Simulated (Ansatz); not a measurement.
WS2: relaxation of cell and atoms with PBEsol

Crystal: WS2.

```
CELL_PARAMETERS angstrom
1.57900 0.91164 6.16333
-1.57900 0.91164 6.16333
0.00000 -1.82327 6.16333
ATOMIC_POSITIONS crystal
W 0.00000 0.00000 0.00000
S 0.58100 0.58100 0.58100
S 0.75030 0.75030 0.75030
```

Measurements of this composition are mostly on another form, of space group No. 194.

| Quantity | Value |
| --- | --- |
| Program | Ansatz 0.2.0 |
| Task | relaxation of cell and atoms |
| Functional | PBEsol |
| Potentials or basis | Ansatz PAW |
| Cutoff | 420 eV (not typed: the program's choice for these potentials) |
| k mesh | 10 × 10 × 10 |
| Occupations | fermi-dirac, width 0.05 eV |
| Spin | no spin polarisation |
| Target pressure | 20 GPa |
| Target pressure (GPa) | 20 |

| Item | Value |
| --- | --- |
| Relaxed volume | 14.46 Å³/atom |
| Relaxed cell | a = 5.708 Å, b = 5.708 Å, c = 5.708 Å, α = 30.85°, β = 30.85°, γ = 30.85° |
| Space group after relaxing (to 0.05 Å) | R3m (No. 160) |
| Energy change on relaxing (the enthalpy is what falls) | +148.7 meV/atom |
| Ionic steps | 8 |
| Pressure after relaxing | 20.0 GPa |
| Band gap on the k mesh | 0.11 eV, indirect (least direct gap 1.53 eV) |

The path:
| step | energy change (eV) | largest force (eV/Å) | volume (Å³) |
| --- | --- | --- | --- |
| 1 | 0.0000 | 0.5995 | 53.23 |
| 2 | 0.2991 | 0.5642 | 45.92 |
| 3 | 0.4165 | 0.2907 | 43.79 |
| 4 | 0.5036 | 0.0854 | 42.94 |
| 5 | 0.4343 | 0.0104 | 43.46 |
| 6 | 0.4444 | 0.0137 | 43.37 |
| 7 | 0.4448 | 0.0008 | 43.37 |
| 8 | 0.4461 | 0.0012 | 43.37 |

Final structure:
```
W S
1.0
     1.51815    0.87650    5.43223
    -1.51815    0.87650    5.43223
     0.00000   -1.75301    5.43223
W S
1 2
Direct
  0.99949 0.99949 0.99949
  0.56938 0.56938 0.56938
  0.76244 0.76244 0.76244
```

Levels at points of the mesh, in eV from the valence-band top:
| k point | band 11 | band 12 | band 13 | band 14 | band 15 | band 16 |
| --- | --- | --- | --- | --- | --- | --- |
| (0.00, 0.00, 0.00) | -2.91 | -2.47 | -0.80 | 1.53 | 1.53 | 2.31 |
| (0.00, 0.00, -0.50) | -3.17 | -2.61 | -1.99 | 2.02 | 2.27 | 2.73 |
| (0.00, -0.50, -0.50) | -4.40 | -2.98 | -2.31 | 2.11 | 2.18 | 3.06 |
| (-0.50, -0.50, -0.50) | -2.72 | -2.72 | 0.00 | 1.53 | 1.53 | 2.09 |

Run time: 32 s on 2 threads of AMD EPYC 7R13 Processor (Zen 3) (shared host), peak memory 0.48 GiB.

Caveat: the volume moved by over 15 % at a fixed basis, so the end points are rough; the plane-wave basis is chosen anew once the cell has moved, so the energies of steps on either side of that aren't comparable; spin-orbit coupling is left out, which moves the levels of the heavy elements; the PAW data sets come from PBE, with cores solved anew for the run's functional, which leaves a small shift of forces and pressure. A k mesh can miss the band edges.
